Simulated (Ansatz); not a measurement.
System: InGaP2 (quasi-random alloy, started on the GaP lattice) (Cm).

It takes space group Cm (No. 8, monoclinic). The conventional cell has a = 11.226 Å, b = 15.845 Å, c = 9.700 Å, α = 90.00°, β = 125.25°, γ = 90.00°. Ga has 4 P at 2.35 to 2.37 Å nearest. Nearest to In lie 4 P at 2.49 to 2.52 Å. Nearest to Ga lie 4 P at 2.34 to 2.38 Å. In has 4 P at 2.49 to 2.52 Å nearest. Ga has 4 P at 2.33 to 2.38 Å nearest. Nearest to In lie 4 P at 2.50 to 2.53 Å. It derives from GaP. Farther neighbours are not listed.

```xyz
32
Lattice="-5.6131 5.5982 -5.6056 5.6205 5.6047 5.6047 5.6056 -5.5973 -5.5973" Properties=species:S:1:pos:R:3 pbc="T T T"
Ga    0.0594   -0.0030    0.0583
In    2.8064    2.7514   -0.0025
Ga   -0.0128    0.0583   -5.6476
In    2.7630    2.8072   -5.5957
Ga   -2.8545    5.5600   -2.8428
In    5.6200    2.8079    2.8004
In    2.8078    0.0114   -2.7571
Ga    5.6725    2.8630   -2.8002
In    0.0070    5.5977    0.0032
Ga   -2.7689    2.8541   -5.5488
Ga    5.5629   -0.0408   -0.0077
In    2.7989   -2.8026   -5.6506
In    2.8153    5.6448    2.8115
Ga   -0.0502    2.7895   -2.8455
In    2.8513    5.6054   -2.7974
Ga    5.6003   -2.8429   -2.7390
P     1.3469    1.3452    1.4969
P     4.2725    4.2941    1.3017
P     1.2639    1.3858   -4.1924
P     4.3453    4.1905   -4.2124
P    -1.5155    6.9111   -1.4918
P     1.4221   -1.4089   -1.2383
P     4.3822    1.4243   -1.4220
P     1.3394   -1.3032   -7.0568
P     1.4296    7.1636    1.3911
P    -1.4248    4.2157   -4.1872
P     6.9532    1.3041    1.3060
P     4.2650   -1.4984   -4.1079
P    -1.2309    1.3753   -1.3804
P     1.3402    4.1033   -1.5006
P    -1.3876    1.4913   -6.9115
P     6.8769   -1.3877   -1.4114
```

The structure was relaxed with LDA. The runs that relaxed it are not among those shown. PAW set soft_2, made with PBE.

Gaps computed with Ansatz 0.2.0 without a self-energy: LDA 1.04 eV and LDA+SOC 1.01 eV.

Question: Estimate the G0W0@LDA gap with 2×2×2 mesh, 936 empty bands, screening to 70 eV, default PAW files.

About 1.82 eV: on its mesh the run moves the gap from 1.04 eV by +0.78 eV. A band edge moves to another state on the way. Bands and cutoff are finite, so the gap is not at the basis limit. The miss can reach some tenths of an eV and take either sign; the mesh is an error of its own. The many-body steps are scalar-relativistic: spin-orbit coupling is not in them.

[Paths, hosts, dates, memory and timing lines, banners, echoed tables and standing remarks are left out of the program output.]

[Logs are printed without paths, hosts, clocks, repeated set-up lines and the standing remarks that a program may print on its own settings, such as how far it seeks lower states.]

[Runs of the session that timed out or met a known fault of the program may be left out.]

[Cells called generated may have been cut or substituted from an entry of the Crystallography Open Database or the Materials Project.]

[Hosts, paths, dates, database ids (printed as entryN), source tags and the programs' standing remarks are cut or masked in the printed files.]
